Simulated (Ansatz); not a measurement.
**AlCo: zone-centre modes**

Computed with DFT PBE, scalar-relativistic, plane waves, PAW (Ansatz). Settings: plane waves to 420 eV, k-mesh 22×16×16 (Γ-centred), Gaussian smearing 0.15 eV. No spin polarisation. A magnetic state may lie lower.

Zero of the scan (relaxed at this level; it needn't be the usual structure):

```
Al Co
1.0
    -2.85190    0.00000    0.00000
     0.00000    2.85190    2.85190
     0.00000    2.85190   -2.85190
Al Co
2 2
Cartesian
  0.0000 0.0000 0.0000
  0.0000 2.8519 0.0000
  -1.4260 1.4260 1.4260
  -1.4260 1.4260 -1.4260
```

Harmonic modes by finite displacements of 0.02 Å, without the LO–TO term. The cell doubles the primitive one, so its zone centre also holds the primitive cell's point q = (0, 1/2, 1/2).

**Question.** At this geometry, is the structure stable against these modes?

**Answer.** Yes: no mode is imaginary beyond 10 cm⁻¹, and only the three translations lie near zero.

**Question.** List the wavenumbers in cm⁻¹.

**Answer.** 0, 0, 0, 186, 186, 232, 278, 326, 326, 326, 382, 382.

Cost: 1 run of about 10 core-minutes, on AMD EPYC 7571 (shared hosts).